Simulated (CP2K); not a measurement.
The system is NaCl.

```
CELL_PARAMETERS angstrom
3.50219 0.00000 0.00000
0.00000 3.50219 0.00000
0.00000 0.00000 3.50219
ATOMIC_POSITIONS crystal
Cl 0.50000 0.50000 0.50000
Na 0.00000 0.00000 0.00000
```

Measurements of this composition are mostly on another form, of space group No. 225.

Base run:

| Quantity | Value |
| --- | --- |
| Program | CP2K 2026.2 |
| Functional | PBEsol |
| Potentials or basis | POTENTIAL_UZH Cl GTH-PBE-q7, Na GTH-PBE-q9; TZVP-MOLOPT-PBE-GTH basis |
| Density cutoff | 19048 eV |
| k mesh | 8 × 8 × 8 |
| Occupations | fermi-dirac, width 0.05 eV |
| Spin | no spin polarisation |

Its results: band gap on the k mesh 3.80 eV, indirect (least direct gap 4.30 eV); pressure -0.8 GPa.

**Question.** After a change of settings the same cell gave: band gap on the k mesh 3.95 eV, indirect (least direct gap 4.44 eV); pressure 0.4 GPa. Which change was it?
A. functional from PBEsol to SCAN
B. functional from PBEsol to LDA
C. functional from PBEsol to PBE
D. functional from PBEsol to OLYP

**Answer.** C.

PBE binds less tightly than PBEsol, so the same cell stands under more pressure.

Caveats: the basis of atomic orbitals isn't converged, which shifts pressures, moduli and gaps; the potentials were made for another functional, which shifts forces and pressure (some runs).
